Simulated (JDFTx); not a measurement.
Crystal: NaCl.

```xyz
2
Lattice="0.0000 2.7941 2.7941 2.7941 0.0000 2.7941 2.7941 2.7941 0.0000" Properties=species:S:1:pos:R:3 pbc="T T T"
Cl    2.7941    2.7941    2.7941
Na    0.0000    0.0000    0.0000
```

The cell is a database's computed one.

Program: JDFTx 1.7.0 (patched build). Alike in all runs: task single point; no spin polarisation; cell as given; k mesh 8 × 8 × 8; smearing fermi-dirac 0.05 eV.

Order these runs on this cell by their band gap on the k mesh, lowest first.
A. level PBE; potentials or basis PseudoDojo-SR-PBE-0.5-standard; cutoff (eV) 1197
B. level LDA; potentials or basis PseudoDojo-SR-LDA-0.4.1-standard; cutoff (eV) 1197
C. level r2SCAN; potentials or basis SG15-PBE-1.2; cutoff (eV) 1088
D. level PBEsol; potentials or basis PseudoDojo-SR-PBEsol-0.4.1-standard; cutoff (eV) 1197

B (4.80 eV), D (5.04 eV), A (5.22 eV), C (5.96 eV).
